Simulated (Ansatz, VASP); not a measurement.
**P in VASP and in Ansatz**

```
P
1.0
    -1.69151    2.51517    1.85894
     1.69151   -2.51517    1.85894
     1.69151    2.51517   -1.85894
P
2
Direct
  0.69669 0.94669 0.75000
  0.30331 0.05331 0.25000
```

This isn't the form of P at room conditions, which is orthorhombic.

Alike in both runs: functional r2SCAN; k mesh 6 × 6 × 6; occupations fermi-dirac, width 0.05 eV; no spin polarisation.

|  | VASP | Ansatz |
| --- | --- | --- |
| version | VASP 6.6.1 | Ansatz 0.2.0 |
| potentials or method | VASP PAW PBE potentials, release 64 (P) | Ansatz PAW |
| plane-wave cutoff (eV) | 520 | 500 |
| valence electrons in the cell | 10 | 10 |
| task | single point | projected density of states |

```csv
,VASP,Ansatz,Ansatz less VASP
gap on the k mesh at the Fermi level (eV),none,none,-
pressure (GPa),1.3,1.9,+0.59
largest component of the traceless stress (GPa),1.20,0.89,-0.314
rms of the force components (eV/Å),0.025,0.033,+0.0085
```

Atom by atom the forces differ by 0.058 eV/Å (rms over components). A gap of «none» marks a metal or a gap that the smearing closes.

Caveats: the k mesh is coarse (spacing up to 0.42 Å⁻¹), so the values aren't converged; the PAW data sets were made with another functional, which shifts forces and pressure a little (VASP); the PAW data sets come from PBE, with cores solved anew for the run's functional, which leaves a small shift of forces and pressure (Ansatz); the density of states is complete only up to the lowest level of the last band computed (Ansatz).
